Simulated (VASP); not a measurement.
# Settings for MgTe: self-consistent run

MgTe, slab, 6 atoms in the cell. PBE; PAW potentials Te, Mg (PBE set). VASP 6.6.1. The cell is changed on purpose: last atom moved by 0.05 Å along z.

Wanted: energy within 2 meV/atom.

What the run is for: energy; Accuracy asked: standard.

POSCAR:
```
MgTe
1.0
    4.5707365703      0.0000000000      0.0000000000
   -2.2853682852      3.9583739839      0.0000000000
    0.0000000000      0.0000000000     23.3969792595
Te Mg
3 3
Direct
    0.0000000000      0.0000000000      0.3205542000
    0.3333333300      0.6666666700      0.4800615800
    0.6666666700      0.3333333300      0.6395689500
    0.3333333300      0.6666666700      0.3604310500
    0.6666666700      0.3333333300      0.5199384200
    0.0000000000      0.0000000000      0.6815828300
```

The series start from Plane-wave cutoff (eV): 260; Smearing width (eV): 0.1; k-point mesh: 8 × 8 × 1; Electronic threshold (eV): 1e-6; Delay and inner steps: defaults; Density mixing: defaults. Each series keeps the choices made before it, and each single choice may use up half of a tolerance.

## Plane-wave cutoff (eV)

| Plane-wave cutoff (eV) | Energy less reference (meV/atom) | SCF iterations | Time (s) |
|---|---|---|---|
| 200 | 2.0 | 26 | 24 |
| 230 | 1.3 | 36 | 43 |
| 260 | 0.8 | 43 | 52 |
| 300 | 0.4 | 33 | 60 |
| 360 | 0.2 | 35 | 66 |
| 450 | 0.1 | 34 | 85 |
| 550 (reference) | 0.0 | 52 | 207 |

Chosen: 260, the loosest value from which every tighter one stays within half of the tolerance.

## Smearing width (eV)

| Smearing width (eV) | Energy less reference (meV/atom) | SCF iterations | Time (s) |
|---|---|---|---|
| 0.4 | 1.7 | 28 | 36 |
| 0.3 | 1.2 | 43 | 52 |
| 0.2 | 0.3 | 28 | 33 |
| 0.15 | 0.0 | 33 | 33 |
| 0.1 | 0.0 | 43 | 52 |
| 0.05 (reference) | 0.0 | 38 | 37 |

Chosen: 0.2.

## k-point mesh

| k-point mesh | Energy less reference (meV/atom) | SCF iterations | Time (s) |
|---|---|---|---|
| 3 × 3 × 1 | 25.3 | 41 | 22 |
| 4 × 4 × 1 | 5.1 | 27 | 16 |
| 5 × 5 × 1 | -0.1 | 26 | 17 |
| 6 × 6 × 1 | -0.3 | 25 | 20 |
| 8 × 8 × 1 | -0.5 | 28 | 33 |
| 9 × 9 × 1 | -0.4 | 22 | 25 |
| 11 × 11 × 1 | -0.1 | 36 | 50 |
| 13 × 13 × 1 (reference) | 0.0 | 38 | 65 |

Chosen: 5 × 5 × 1.

## Electronic threshold (eV)

| Electronic threshold (eV) | Energy less reference (meV/atom) | SCF iterations | Time (s) |
|---|---|---|---|
| 0.001 | -1.7 | 15 | 9.7 |
| 0.0001 | -0.1 | 21 | 14 |
| 1e-5 | 0.0 | 25 | 16 |
| 1e-6 | 0.0 | 26 | 17 |
| 1e-7 | 0.0 | 34 | 31 |
| 1e-8 (reference) | 0.0 | 36 | 35 |

Chosen: 0.0001.

## Delay and inner steps

| Delay and inner steps | Energy less reference (meV/atom) | SCF iterations | Time (s) |
|---|---|---|---|
| defaults | 0.0 | 21 | 14 |
| NELMDL=-2 | 0.1 | 17 | 18 |
| NELMDL=-8 | 0.2 | 24 | 21 |
| NELMDL=-12 | 0.2 | 28 | 23 |
| NRMM=2 | 0.0 | 17 | 15 |
| NRMM=6 | 0.0 | 19 | 19 |
| WEIMIN=0.001 | 0.0 | 21 | 20 |

Chosen: defaults; no other choice that stays within half of the tolerance saves 30 % of the time.

## Density mixing

| Density mixing | Energy less reference (meV/atom) | SCF iterations | Time (s) |
|---|---|---|---|
| defaults | 0.0 | 21 | 14 |
| AMIN=0.01 | -0.2 | 15 | 14 |
| AMIX=0.2 AMIN=0.01 | 0.1 | 23 | 22 |
| BMIX=3.0 AMIN=0.01 | 0.2 | 28 | 27 |
| AMIX=0.1 BMIX=0.0001 | -3.0 | 92 | 90 |
| AMIX=0.4 AMIN=0.6 IMIX=2 | no result | 120 | 119 |
| AMIX=0.2 | 0.0 | 45 | 44 |
| BMIX=0.5 | 0.1 | 17 | 16 |

Chosen: defaults.

## All choices together

| Input | Energy less reference (meV/atom) | Time (s) |
|---|---|---|
| the program's defaults (naive) | 8.0 | 3.2 |
| chosen settings | 1.2 | 14 |
| reference settings throughout | 0.0 | 376 |

The tolerance is met.

## The input

INCAR:
```
SYSTEM = MgTe
GGA = PE ; LDIPOL = .True.
IDIPOL = 3 ; DIPOL = 0.5 0.5 0.500
ISMEAR = 1 ; SIGMA = 0.2
LWAVE = .False. ; LCHARG = .False.
ISIF = 0 ; PREC = Accurate
LASPH = .True. ; LREAL = .False.
ALGO = Normal ; EDIFF = 1E-4
NELM = 120 ; GGA_COMPAT = .False.
ENCUT = 260
```

KPOINTS:
```
Automatic mesh
0
Gamma
  5 5 1
  0 0 0
```

Commands:
```
cat potpaw_PBE.64/Te/POTCAR potpaw_PBE.64/Mg/POTCAR > POTCAR
mpirun -np 1 vasp_std > vasp.out
```

The chosen input took VASP 6.6.1 14 s on 1 core (AMD EPYC 9R45 (Zen 5)), a shared host.

## An input that fails: tetrahedra on too few k points

VASP's message: IBZKPT: tetrahedron method fails for NKPT<4. NKPT = 1.

k mesh: 8 × 8 × 1 becomes 1 × 1 × 1.

Changes against the starting input:
```
- ISMEAR = 1
- NELM = 120
+ ISMEAR = -5
+ NELM = 95
```
